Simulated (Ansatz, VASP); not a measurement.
Two plane-wave programs on TiAl3

```
CELL_PARAMETERS angstrom
-1.91183 1.91183 4.28118
1.91183 -1.91183 4.28118
1.91183 1.91183 -4.28118
ATOMIC_POSITIONS crystal
Ti 0.00000 0.00000 0.00000
Al 0.50000 0.50000 0.00000
Al 0.75000 0.25000 0.50000
Al 0.25000 0.75000 0.50000
```

Alike in both runs: functional r2SCAN; k mesh 16 × 16 × 16; occupations gaussian, width 0.1 eV; no spin polarisation.

Ansatz relaxed the structure, and its values are those at the end. VASP's run is a single point on that final structure, the one shown.

|  | VASP | Ansatz |
| --- | --- | --- |
| version | VASP 6.6.1 | Ansatz 0.2.0 |
| potentials or method | VASP PAW PBE potentials, release 64 (Ti_sv, Al) | scalar-relativistic, plane waves, PAW |
| plane-wave cutoff (eV) | 520 | 500 |
| valence electrons in the cell | 21 | 21 |

VASP gave:

| Quantity | Value |
| --- | --- |
| gap on the k mesh at the Fermi level (eV) | none |
| pressure (GPa) | -0.1 |

Question: Which values does Ansatz return?

Answer: gap on the k mesh at the Fermi level (eV): none; pressure (GPa): 0.0.

A gap of «none» marks a metal or a gap that the smearing closes.

Caveats: the PAW data sets were made with another functional, which shifts forces and pressure a little (VASP).
